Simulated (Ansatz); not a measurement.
**TiC: single point with PBE**

TiC:

```
Ti C
1.0
     0.00000    2.16572    2.16572
     2.16572    0.00000    2.16572
     2.16572    2.16572    0.00000
Ti C
1 1
Cartesian
  0.0000 0.0000 0.0000
  2.1657 2.1657 2.1657
```

The cell is a database's computed one.

* Program: Ansatz 0.2.0
* Task: single point
* Functional: PBE
* Potentials or basis: Ansatz PAW
* Cutoff: 420 eV (not typed: the program's choice for these potentials)
* k mesh: 11 × 11 × 11
* Occupations: fermi-dirac, width 0.05 eV
* Spin: no spin polarisation

```
Pressure               : 0.3 GPa
Band gap on the k mesh : none (metal or under the smearing width)
```

Levels at points of the mesh, in eV from the Fermi level:
```
           k point  band 5  band 6  band 7  band 8  band 9  band 10  band 11  band 12
(0.00, 0.00, 0.00)  -12.46    0.63    0.63    0.63    1.61     1.61     1.61     1.66
```

Run time: 1.2 s on 1 thread of Arm Neoverse V1, with other jobs on the host, peak memory 0.28 GiB.
